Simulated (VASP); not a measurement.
Here is a VASP 6.6.1 calculation.

INCAR

```
ALGO = Fast
EDIFF = 1E-6
ENCUT = 520
ISIF = 2
ISMEAR = 0
LASPH = True
LCHARG = False
LREAL = False
LWAVE = False
NBANDS = 11
NELM = 100
PREC = Accurate
SIGMA = 0.02
```

The input KPOINTS:

```
k-points
0
Gamma
  8 8 8
```

Contents of POSCAR:

```
Si
1.0
    0.0000000000      2.7009713491      2.7009713491
    2.7009713491      0.0000000000      2.7009713491
    2.7009713491      2.7009713491      0.0000000000
Si
2
Direct
    0.0000000000      0.0000000000      0.0000000000
    0.2500000000      0.2500000000      0.2500000000
```

Potentials or basis: VASP PAW LDA potentials, release 64 (Si).

Run with:

```sh
$ cat potpaw_LDA.64/Si/POTCAR > POTCAR
$ mpirun -np 1 vasp_std > vasp.out
```

Problem. Predict the pressure.

Solution. 0.0 GPa.

Problem. Estimate the band gap on the k mesh.

Solution. 0.49 eV, indirect (least direct gap 2.53 eV).

A k mesh can miss the band edges. LDA gaps usually lie below the measured ones, often by a third to a half.
